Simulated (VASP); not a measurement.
# In (I4/mmm) in VASP: a series of runs

The runs below take In through relaxation of cell and atoms, with RPBE, PBEsol, LDA, PBE, PBE+D3(BJ).

Program: VASP 6.6.1. These are calculated values, not measurements. Logs are shortened: lines on timing, memory, paths and dates and some standing lists are left out, and cuts for length are marked.

## Step 1: Starting point

It takes space group I4/mmm (No. 139, tetragonal). Conventional cell: a = 3.389 Å, b = 3.389 Å, c = 4.595 Å, α = 90.00°, β = 90.00°, γ = 90.00°. In (site symmetry 4/mmm) is surrounded by 12 In at 3.32 to 3.39 Å.

## Step 2: Relaxation of cell and atoms, RPBE

INCAR reads:

```
PREC     = Accurate       # precision mode
ENCUT    = 600            # plane-wave cutoff, eV
EDIFF    = 1E-7           # SCF threshold, eV
ISMEAR   = 0              # smearing method
SIGMA    = 0.1            # smearing width, eV
LREAL    = F              # projectors in reciprocal space
LASPH    = T              # aspherical terms in the spheres
NELM     = 60             # most SCF steps
ALGO     = Normal         # electronic algorithm
ISIF     = 3              # what is computed and relaxed
LWAVE    = F              # write WAVECAR
LCHARG   = F              # write CHGCAR
GGA      = RP             # functional
IBRION   = 2              # ionic algorithm
NSW      = 90             # ionic steps
EDIFFG   = -0.005         # ionic threshold
```

KPOINTS reads:

```
regular mesh
0
Gamma
  18 18 18
```

POSCAR reads:

```
In
1.0
   -1.6947072700      1.6947072700      2.2973723900
    1.6947072700     -1.6947072700      2.2973723900
    1.6947072700      1.6947072700     -2.2973723900
In
1
Direct
    0.0000000000      0.0000000000      0.0000000000
```

Potentials or basis: VASP PAW PBE potentials, release 64 (In_d).

Command:

```console
$ cat potpaw_PBE.64/In_d/POTCAR > POTCAR
$ mpirun -np 1 vasp_std > vasp.out
```

OUTCAR:

```text
PREC = Accurate
   ENCUT = 600
   EDIFF = 1E-7
   ISMEAR = 0
   LREAL = F
   LASPH = T
   NELM = 60
   ISIF = 3
   GGA = RP
   IBRION = 2
   NSW = 90
   EDIFFG = -0.005

 ion  position               nearest neighbor table
   1  0.000  0.000  0.000-

  LATTYP: Found a body centered tetragonal cell.
 ALAT       =     3.3894145400
 C/A-ratio  =     1.3556160587

  Lattice vectors:

 A1 = (  -1.6947072700,   1.6947072700,   2.2973723900)
 A2 = (   1.6947072700,  -1.6947072700,   2.2973723900)
 A3 = (   1.6947072700,   1.6947072700,  -2.2973723900)

Analysis of symmetry for initial positions (statically):
=====================================================================
 Subroutine PRICEL returns:
 Original cell was already a primitive cell.

 Routine SETGRP: Setting up the symmetry group for a
 body centered tetragonal supercell.

 Subroutine GETGRP returns: Found 16 space group operations
 (whereof 16 operations were pure point group operations)
 out of a pool of 16 trial point group operations.

The static configuration has the point symmetry D_4h.

Analysis of symmetry for dynamics (positions and initial velocities):
=====================================================================
 Subroutine PRICEL returns:
 Original cell was already a primitive cell.

 Routine SETGRP: Setting up the symmetry group for a
 body centered tetragonal supercell.

 Subroutine GETGRP returns: Found 16 space group operations
 (whereof 16 operations were pure point group operations)
 out of a pool of 16 trial point group operations.

The dynamic configuration has the point symmetry D_4h.

 Subroutine INISYM returns: Found 16 space group operations
 (whereof 16 operations are pure point group operations),
 and found     1 'primitive' translations

----------------------------------------------------------------------------------------

                                     Primitive cell

  volume of cell :      26.3925

  direct lattice vectors                    reciprocal lattice vectors
    -1.694707270  1.694707270  2.297372390     0.000000000  0.295036204  0.217639945
     1.694707270 -1.694707270  2.297372390     0.295036204  0.000000000  0.217639945
     1.694707270  1.694707270 -2.297372390     0.295036204  0.295036204  0.000000000

  length of vectors
     3.319937554  3.319937554  3.319937554     0.366624477  0.366624477  0.417244201

  position of ions in fractional coordinates (direct lattice)
     0.000000000  0.000000000  0.000000000

  ion indices of the primitive-cell ions
   primitive index   ion index
                 1           1

[... 78 lines left out ...]
   ISYM   =      2    0-nonsym 1-usesym 2-fastsym
   POTIM  = 0.5000    time-step for ionic-motion
   TEBEG  =    0.0;   TEEND  =   0.0 temperature during run
   PSTRESS=    0.0 pullay stress
   NELECT =      13.0000    total number of electrons
   NUPDOWN=      -1.0000    fix difference up-down
   EMIN   =  10.00;   EMAX   =-10.00  energy-range for DOS
   EFERMI =   0.00;   METHOD = LEGACY
   ISMEAR =     0;   SIGMA  =   0.10  broadening in eV -4-tet -1-fermi 0-gaus
   EFERMI_NEDOS =   21; number of points for ismear=-14 and -15
   IALGO  =     38    algorithm
   IMIX   =      4    mixing-type and parameters
     AMIX     =   0.40;   BMIX     =  1.00
     AMIX_MAG =   1.60;   BMIX_MAG =  1.00
  volume/ion in A,a.u.               =      26.39       178.11
  Fermi-wavevector in a.u.,A,eV,Ry     =   1.292892  2.443212 22.743098  1.671571
  Thomas-Fermi vector in A             =   2.424572
   LORBIT       =      0    0 simple, 1 ext, 2 COOP (PROOUT), +10 PAW based schemes
   GGA     = RP    functional components
   LHFCALC =     F    Hartree Fock is set to
   AEXX    =    0.0000 exact exchange contribution
   IVDW    =     0    specifies the selected vdW correction
   LEPSILON=     F    determine dielectric tensor
   LRPA    =     F    only Hartree local field effects (RPA)
 conjugate gradient relaxation of ions
 non-spin polarized calculation
 Gauss-broadening in eV      SIGMA  =   0.10
  energy-cutoff  :      600.00
  volume of cell :       26.39
 maximum number of plane-waves:       909
   NGX = 13   NGY = 13   NGZ = 13

--------------------------------------- Ionic step        1  -------------------------------------------

 number of electron      13.0000005 magnetization

 Free energy of the ion-electron system (eV)
  ---------------------------------------------------
  ext. energy  EPLUGINS =         0.00000000
  ---------------------------------------------------
  free energy    TOTEN  =        -2.17706471 eV

  energy without entropy =       -2.17502366  energy(sigma->0) =       -2.17604419

 E-fermi :   7.6008     XC(G=0): -10.1161

 val. band max:        7.5886886795   @ k =  -0.4444  -0.4444   0.4444
 cond. band min:       7.6135712096   @ k =   0.3333   0.0556   0.0000
 fundamental gap:      0.0248825301
 Fermi energy:         7.6007567103

 k-point     1 :       0.0000    0.0000    0.0000
  band No.  band energies     occupation
      1      -7.1408      2.00000
      2      -7.1408      2.00000
      3      -7.0889      2.00000
      4      -6.9868      2.00000
      5      -6.9321      2.00000
      6      -1.9143      2.00000
      7      18.0414      0.00000
      8      18.1534      0.00000
      9      18.1534      0.00000
     10      19.0157      0.00000
[... 397 lines left out ...]
  FREE ENERGIE OF THE ION-ELECTRON SYSTEM (eV)
  ---------------------------------------------------
  free  energy   TOTEN  =        -2.1992395484 eV

  energy  without entropy=       -2.1970620353  energy(sigma->0) =       -2.19815079

[... ionic steps 4 to 10 ...]

--------------------------------------- Ionic step       11  -------------------------------------------

 number of electron      13.0000000 magnetization

------------------------ aborting loop because EDIFF is reached ----------------------------------------
[... 65 lines left out ...]
--------------------------------------- Ionic step       13  -------------------------------------------

 number of electron      13.0000000 magnetization

 Free energy of the ion-electron system (eV)
  ---------------------------------------------------
  ext. energy  EPLUGINS =         0.00000000
  ---------------------------------------------------
  free energy    TOTEN  =        -2.20060713 eV

  energy without entropy =       -2.19820887  energy(sigma->0) =       -2.19940800

 E-fermi :   6.6397     XC(G=0):  -9.7153

 val. band max:        6.6389810485   @ k =   0.4444   0.2222   0.1111
 cond. band min:       6.6451960488   @ k =  -0.3333   0.4444   0.1111
 fundamental gap:      0.0062150003
 Fermi energy:         6.6397282682

 k-point     1 :       0.0000    0.0000    0.0000
  band No.  band energies     occupation
      1      -7.9725      2.00000
      2      -7.9725      2.00000
      3      -7.9711      2.00000
      4      -7.8430      2.00000
      5      -7.8413      2.00000
      6      -2.2719      2.00000
      7      16.4254      0.00000
      8      16.4287      0.00000
      9      16.4287      0.00000
     10      17.8868      0.00000
[... 327 lines left out ...]
  FREE ENERGIE OF THE ION-ELECTRON SYSTEM (eV)
  ---------------------------------------------------
  free  energy   TOTEN  =        -2.2006071317 eV

  energy  without entropy=       -2.1982088723  energy(sigma->0) =       -2.19940800

 reached required accuracy - stopping structural energy minimisation
```

OSZICAR:

```text
N       E                     dE             d eps       ncg     rms          rms(c)
DAV:   1     0.740390187953E+02    0.74039E+02   -0.70710E+03  9626   0.181E+03
[... 116 lines left out ...]
DAV:   1    -0.220070835170E+01   -0.10292E-03   -0.26244E-03 10678   0.117E+00    0.607E-02
DAV:   2    -0.220062257067E+01    0.85781E-04   -0.19397E-04 10648   0.318E-01    0.216E-02
DAV:   3    -0.220060960493E+01    0.12966E-04   -0.43108E-05 12200   0.145E-01    0.981E-03
DAV:   4    -0.220060852434E+01    0.10806E-05   -0.73026E-07  9908   0.970E-03    0.594E-03
DAV:   5    -0.220060741259E+01    0.11118E-05   -0.37033E-07  9828   0.501E-03    0.169E-03
DAV:   6    -0.220060710183E+01    0.31076E-06   -0.55101E-08  5446   0.218E-03    0.330E-04
DAV:   7    -0.220060713167E+01   -0.29840E-07   -0.59388E-09  4806   0.183E-03
  13 F= -.22006071E+01 E0= -.21994080E+01  d E =-.189638E-05
```

CONTCAR:

```text
In
   1.00000000000000
    -1.7200449455236293    1.7200449455236293    2.4290189159379123
     1.7200449455236293   -1.7200449455236293    2.4290189159379123
     1.7200449455236293    1.7200449455236293   -2.4290189159379123
  In
     1
Direct
     0.0000000000000000    0.0000000000000000    0.0000000000000000

  0.00000000E+00  0.00000000E+00  0.00000000E+00
```

Run time: 7.5 min. Hardware: 1 thread of Intel Xeon 6975P-C (Granite Rapids), shared host; peak memory 0.31 GiB.

Results:

```
Free energy                            : -2.2006 eV
Relaxed volume                         : 28.75 Å³/atom
Relaxed cell                           : a = 3.438 Å, b = 3.438 Å, c = 3.438 Å, α = 119.95°, β = 119.95°, γ = 90.08°
Space group after relaxing (to 0.05 Å) : Fm-3m (No. 225)
Energy gained by relaxing              : 23.5 meV/atom
Ionic steps                            : 13
Pressure after relaxing                : 0.0 GPa
Band gap on the k mesh                 : none (metal or under the smearing width)
```

Step by step:
```csv
step,energy change (eV),largest force (eV/Å),pressure (GPa),volume (Å³)
1,0.0000,0.0000,3.26,26.39
2,-0.0219,0.0000,0.27,28.50
3,-0.0222,0.0000,-0.04,28.77
4,-0.0222,0.0000,0.02,28.73
5,-0.0226,0.0000,0.02,28.73
6,-0.0233,0.0000,0.01,28.75
7,-0.0233,0.0000,-0.02,28.78
8,-0.0235,0.0000,-0.03,28.77
9,-0.0235,0.0000,-0.02,28.77
10,-0.0235,0.0000,-0.02,28.78
11,-0.0235,0.0000,-0.03,28.77
12,-0.0235,0.0000,0.03,28.72
13,-0.0235,0.0000,0.00,28.75
```

Final structure:
```xyz
1
Lattice="-1.7200 1.7200 2.4290 1.7200 -1.7200 2.4290 1.7200 1.7200 -2.4290" Properties=species:S:1:pos:R:3 pbc="T T T"
In    0.0000    0.0000    0.0000
```

Levels at points of the mesh, in eV from the Fermi level:
| k point | band 2 | band 3 | band 4 | band 5 | band 6 | band 7 | band 8 | band 9 | band 10 |
| --- | --- | --- | --- | --- | --- | --- | --- | --- | --- |
| (0.00, 0.00, 0.00) | -14.61 | -14.61 | -14.48 | -14.48 | -8.91 | 9.79 | 9.79 | 9.79 | 11.25 |
| (0.50, 0.00, 0.00) | -14.60 | -14.60 | -14.36 | -14.36 | -4.24 | -3.00 | 7.81 | 7.83 | 10.59 |
| (0.50, 0.50, 0.00) | -14.70 | -14.37 | -14.33 | -14.33 | -2.24 | -1.93 | 3.86 | 3.86 | 6.87 |
| (0.50, 0.50, 0.50) | -14.70 | -14.37 | -14.33 | -14.33 | -2.22 | -1.92 | 3.84 | 3.84 | 6.85 |

Caveat: the PAW data sets were made with another functional, which shifts forces and pressure a little.

## Step 3: Relaxation of cell and atoms, PBEsol

INCAR reads:

```
PREC = Accurate ; ENCUT = 600
EDIFF = 1E-7 ; ISMEAR = 0
SIGMA = 0.1 ; LREAL = False
LASPH = True ; NELM = 60
ALGO = Fast ; ISIF = 3
LWAVE = False ; LCHARG = False
GGA = PS ; IBRION = 2
NSW = 90 ; EDIFFG = -0.005
```

KPOINTS reads:

```
Automatic mesh
0
Gamma
  18 18 18
```

POSCAR is that of step 2.

Potentials or basis: VASP PAW PBE potentials, release 64 (In_d).

Command:

```console
$ cat potpaw_PBE.64/In_d/POTCAR > POTCAR
$ mpirun -np 1 vasp_std > vasp.out
```

It took 11 min on 1 thread of Intel Xeon Platinum 8488C (Sapphire Rapids), shared host; peak memory 0.31 GiB.

The run converged. Its results:

```
Free energy                            : -2.9867 eV
Relaxed volume                         : 25.61 Å³/atom
Relaxed cell                           : a = 3.306 Å, b = 3.306 Å, c = 3.306 Å, α = 119.85°, β = 119.85°, γ = 90.26°
Space group after relaxing (to 0.05 Å) : Fm-3m (No. 225)
Energy gained by relaxing              : 4.5 meV/atom
Ionic steps                            : 13
Pressure after relaxing                : 0.0 GPa
Band gap on the k mesh                 : none (metal or under the smearing width)
```

Step by step:
```csv
step,energy change (eV),largest force (eV/Å),pressure (GPa),volume (Å³)
1,0.0000,0.0000,-1.37,26.39
2,-0.0036,0.0000,0.08,25.54
3,-0.0036,0.0000,0.00,25.57
4,-0.0037,0.0000,0.02,25.57
5,-0.0040,0.0000,0.01,25.59
6,-0.0044,0.0000,-0.02,25.61
7,-0.0043,0.0000,-0.08,25.64
8,-0.0045,0.0000,0.06,25.62
9,-0.0045,0.0000,-0.02,25.62
10,-0.0045,0.0000,0.08,25.57
11,-0.0045,0.0000,0.02,25.60
12,-0.0045,0.0000,0.01,25.61
13,-0.0045,0.0000,-0.02,25.61
```

Final structure:
```
In
1.0
    -1.65675    1.65675    2.33251
     1.65675   -1.65675    2.33251
     1.65675    1.65675   -2.33251
In
1
Cartesian
  1.6568 1.6568 -2.3325
```

Levels at points of the mesh, in eV from the Fermi level:
```csv
k point,band 4,band 5,band 6,band 7,band 8,band 9
"(0.00, 0.00, 0.00)",-14.39,-14.38,-9.72,10.73,10.74,10.74
"(0.50, 0.00, 0.00)",-14.22,-14.22,-4.35,-3.49,8.50,8.58
"(0.50, 0.50, 0.00)",-14.18,-14.17,-2.32,-2.10,4.07,4.09
"(0.50, 0.50, 0.50)",-14.18,-14.18,-2.27,-2.02,4.02,4.02
```

Caveat: the PAW data sets were made with another functional, which shifts forces and pressure a little.

## Step 4: Relaxation of cell and atoms, LDA

Edit INCAR of step 3 so:

```diff
@@ -6,3 +6,3 @@
 LWAVE = False ; LCHARG = False
-GGA = PS ; IBRION = 2
+GGA = CA ; IBRION = 2
 NSW = 90 ; EDIFFG = -0.005
```

KPOINTS is that of step 3.

POSCAR is that of step 3.

Potentials or basis: VASP PAW LDA potentials, release 64 (In_d).

Command:

```console
$ cat potpaw_LDA.64/In_d/POTCAR > POTCAR
$ mpirun -np 1 vasp_std > vasp.out
```

Wall time 9.4 min (1 thread of Intel Xeon Platinum 8488C (Sapphire Rapids), shared host); peak memory 0.3 GiB.

Results (log left out):

```yaml
Free_energy: -3.2189 eV
Relaxed_volume: 24.69 Å³/atom
Relaxed_cell: a = 3.267 Å, b = 3.267 Å, c = 3.267 Å, α = 119.90°, β = 119.90°, γ = 90.17°
Space_group_after_relaxing_to_0.05_Å: Fm-3m (No. 225)
Energy_gained_by_relaxing: 17.5 meV/atom
Ionic_steps: 9
Pressure_after_relaxing: 0.0 GPa
Band_gap_on_the_k_mesh: none (metal or under the smearing width)
```

Step by step:
```csv
step,energy change (eV),largest force (eV/Å),pressure (GPa),volume (Å³)
1,0.0000,0.0000,-2.90,26.39
2,-0.0168,0.0000,0.13,24.61
3,-0.0169,0.0000,-0.03,24.67
4,-0.0169,0.0000,-0.01,24.67
5,-0.0170,0.0000,-0.02,24.68
6,-0.0173,0.0000,-0.02,24.69
7,-0.0175,0.0000,-0.06,24.72
8,-0.0173,0.0000,0.33,24.54
9,-0.0175,0.0000,0.02,24.69
```

Final structure:
```cif
data_structure
_symmetry_space_group_name_H-M 'P 1'
_symmetry_Int_Tables_number 1
_cell_length_a 3.2668
_cell_length_b 3.2668
_cell_length_c 3.2668
_cell_angle_alpha 119.902
_cell_angle_beta 119.902
_cell_angle_gamma 90.170
_cell_volume 24.69
loop_
_atom_site_label
_atom_site_type_symbol
_atom_site_fract_x
_atom_site_fract_y
_atom_site_fract_z
_atom_site_occupancy
In1 In 0.00000 0.00000 0.00000 1
```

Levels at points of the mesh, in eV from the Fermi level:
```
           k point  band 4  band 5  band 6  band 7  band 8  band 9
(0.00, 0.00, 0.00)  -14.43  -14.42   -9.99   10.97   10.97   10.97
(0.50, 0.00, 0.00)  -14.24  -14.24   -4.42   -3.63    8.67    8.73
(0.50, 0.50, 0.00)  -14.20  -14.20   -2.42   -2.08    4.10    4.12
(0.50, 0.50, 0.50)  -14.20  -14.20   -2.39   -2.02    4.07    4.07
```

[end of part 1 of 2]
